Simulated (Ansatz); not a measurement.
The cell is COD entry 9008835, as deposited and not checked against the literature; nothing was relaxed. The listed cell was then made from it by scaling, straining or moving an atom.

BP: DFT, PBE, PAW with Ansatz's default frozen-core files, scalar-relativistic (Ansatz 0.2.0). What sets it apart from a plain run of this crystal: zz strain of +1 %.

Command: `ansatz run input.yaml --threads 1 --pin off --max-ram 3072MiB --backend cpu --events-out ev --progress --plain --runs-dir out` The run took 8.6 s on 1 thread of Intel(R) Xeon(R) Platinum 8488C (Sapphire Rapids), on a shared host, peak memory 0.45 GiB.

```yaml
crystal:
  lattice:
    - [0.0, 2.269, 2.29169]
    - [2.269, 0.0, 2.29169]
    - [2.269, 2.269, 0.0]
  atoms:
    - { symbol: B, position: [0.0, 0.0, 0.0] }
    - { symbol: P, position: [0.75, 0.75, 0.75] }
kpoints:
  mp_grid: { grid: [15, 15, 15] }
scf:
  occupations: { method: fermi_dirac, width: 0.05 }
hamiltonian:
  xc: pbe
  pseudopotentials: { kind: paw }
output:
  forces: true
  stress: true
  eigenvalues: true
  efg: { contact_densities: true }
  write_density: true
  write_potential: true
  elf: true
  volumetric_format: npy
```

Output (standing set-up lines are left out):

```
Crystal: 2 atoms, lattice volume = 23.597 Å³
Symmetry: 8 space group operations
Space group: I-4m2 (ITA 119), of the structure as read, at distance tolerance 2.9e-5 Å
k-points: 288 of 3375 (time reversal used)
SCF iter   1: F=—  HF=-912.445789 eV  |F-HF|=—  |Δ(HF+E_count)|=         —  Δρ=1.58e-3  dr2=5.38e-4  ethr=1.77e-3  ⟨swp⟩=6.1  Hψ=21512  notcnv=0
preconditioner: auto → none  [insulator: Δε(μ)=1.178 eV  Ē_g=12.723 eV  σ=0.050 eV  W_gap=1.00  n_scr=0 (ndim 8)  ℏωp=21.6 eV  f_vac=0.000  D(μ)=0.00/eV (n_scr^D=0)  ε∞_Penn≈3.9]
SCF iter   2: F=—  HF=-912.445919 eV  |F-HF|=—  |Δ(HF+E_count)|=   1.30e-4  Δρ=8.83e-4  dr2=1.85e-4  ethr=6.73e-6  ⟨swp⟩=2.3  Hψ=5760  notcnv=0
SCF iter   3: F=—  HF=-912.445881 eV  |F-HF|=—  |Δ(HF+E_count)|=   3.77e-5  Δρ=4.07e-4  dr2=1.89e-5  ethr=2.31e-6  ⟨swp⟩=2.0  Hψ=3266  notcnv=0
SCF iter   4: F=—  HF=-912.445902 eV  |F-HF|=—  |Δ(HF+E_count)|=   2.14e-5  Δρ=1.36e-4  dr2=5.53e-6  ethr=2.36e-7  ⟨swp⟩=2.0  Hψ=3454  notcnv=0
SCF iter   5: F=—  HF=-912.445901 eV  |F-HF|=—  |Δ(HF+E_count)|=   1.37e-6  Δρ=4.16e-5  dr2=5.17e-7  ethr=6.92e-8  ⟨swp⟩=2.0  Hψ=3190  notcnv=0
SCF iter   6: F=-912.445901 eV  HF=-912.445901 eV  |F-HF|=3.20e-8  |Δ(HF+E_count)|=   1.33e-7  Δρ=1.21e-5  dr2=4.43e-8  ethr=1.25e-9  ⟨swp⟩=9.2  Hψ=16195  notcnv=0
SCF 1 converged in 6 iterations: F = -912.445901 eV  dr2 = 4.43e-8
  greatest PAW one-centre occupation: 0.774 electrons in one spin orbital (limit 2), on the P atom at site 1 (counted from 0), in its partial waves of l = 0
SCF converged after 6 iterations
Free energy (F): -912.445901 eV
Harris-Foulkes:  -912.445901 eV  (|F-HF|=3.20e-8)
Internal energy: -912.445901 eV  (E = F + TS)
E sigma→0 (E₀):  -912.445901 eV
Entropy (-TS):   -0.000000 eV (-0.000 meV/atom)
Fermi energy:    9.739843 eV
--- Per-component energies (eV) ---
  E_band       = 21.408118
  E_kinetic    = 121.198767
  E_local      = -68.603461  (includes V_loc(G=0)·N_el)
  E_nonlocal   = 44.963813
  E_hartree    = 17.173877
  E_xc         = -94.691384
  E_vxc        = -100.313123  (∫ρ·V_xc dr)
  E_paw        = -647.937518  (= ΣΔE_a)
  E_vpaw       = -10.185929  (= ΣTr[D̂ρ^β])
  E_aug_tail   = 0.000000  (compensation charges beyond the density's cutoff)
  E_ewald      = -284.549994
  E_smearing   = -0.000000  (= −TS)
  E_closure    = 0.000000  (closes the sum)
  Σ components = -912.445901   (vs F -912.445901, Δ=0.00e0)
--- Forces (eV/Å), atoms counted from 1 ---
  atom   1  B     -0.00000000    -0.00000000     0.00000000
  atom   2  P      0.00000000    -0.00000000    -0.00000000
  max |Σ_I F_I| component: 2.64e-16 eV/Å
--- Stress (GPa, compression-positive) ---
        0.396767      -0.000000       0.000000
       -0.000000       0.396767       0.000000
       -0.000000       0.000000      -2.280952
  P = ⅓ Tr σ = -0.4958 GPa (-4.958 kbar)
--- PAW observables at the nuclei: V_zz in 10²¹ V/m², potentials from the cell's mean, atoms counted from 1 ---
  atom   1  B  V_zz =    +0.010578   η = 0.0000   by run symmetry: allowed
            electrostatic potential = -325.889877 V   contact ρ = 486.104852 e/Å³
  atom   2  P  V_zz =    +0.050381   η = 0.0000   by run symmetry: allowed
            electrostatic potential = -1495.376384 V   contact ρ = 16015.972698 e/Å³
--- Band table (eV; the first three rows and the last of 288) ---
  k-point 0: bands = ["-6.2394", "9.0636", "9.1617", "9.1617", "12.5004", "12.5004", "12.5562", "16.3479"]
  k-point 1: bands = ["-6.1599", "8.4784", "8.9577", "9.0227", "12.6951", "12.7107", "12.7912", "16.5902"]
  k-point 2: bands = ["-5.9226", "7.0959", "8.6213", "8.6978", "13.0386", "13.1533", "13.1965", "17.2500"]
  k-point 287: bands = ["-1.4797", "0.5743", "4.7934", "5.1649", "10.7090", "11.2620", "20.8934", "20.9817"]
```
